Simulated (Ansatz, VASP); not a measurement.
Au: 3 runs at one level of theory

The starting cell:

```
Au
1.0
     0.00000    2.03500    2.03500
     2.03500    0.00000    2.03500
     2.03500    2.03500    0.00000
Au
1
Direct
  0.00000 0.00000 0.00000
```

Alike in all runs: task relaxation of cell and atoms; functional RPBE; k mesh 11 × 11 × 11; occupations fermi-dirac, width 0.05 eV; no spin polarisation; no spin-orbit coupling.

```csv
program and potentials,plane-wave cutoff (eV),notes,equilibrium volume (Å³/atom)
"Ansatz, Ansatz PAW",420,"potentials made for PBE, which Ansatz adapts in part; 19 valence electrons an atom on average",18.49
"Ansatz, all-electron LAPW, scalar-relativistic",-,-,18.48
"VASP, PBE PAW files Au, 600 eV",600,potentials made for PBE; 11 valence electrons an atom on average,18.47
```

The equilibrium volume spans 18.47 (VASP, PBE PAW files Au, 600 eV) to 18.49 Å³/atom (Ansatz, Ansatz PAW), with all-electron results at 18.48. Some sets were made for another functional than the one run, which can shift their rows. Relaxations stop with a little pressure left, so the last digit of a volume isn't settled.

Differences between rows come from potentials, basis sets and numerical settings, since the functional is the same but for its coding. Runs on potential files found faulty are left out.

The three treatments give practically the same volume for gold, so the spread offers no basis for ranking them. The 11-electron potential stays level with the 19-electron one and with the all-electron result, which suggests that relaxation of the 5s and 5p semicore shells matters little for the volume near equilibrium, although compensating errors in the potentials can't be excluded.

The shared value is clearly larger than the measured volume of gold, and the agreement with the all-electron result points to the functional rather than the potentials as the main source. RPBE exchange favours inhomogeneous densities more strongly than PBE does, which weakens cohesion and lengthens metallic bonds. In gold, the bonding from the broad 6s-6p band and its hybridisation with 5d is balanced against repulsion between nearly filled 5d shells, so weaker attraction moves the balance outwards. Missing dispersion between these polarisable shells may also contribute. Close agreement in volume doesn't establish equal agreement for the bulk modulus or the cohesive energy.
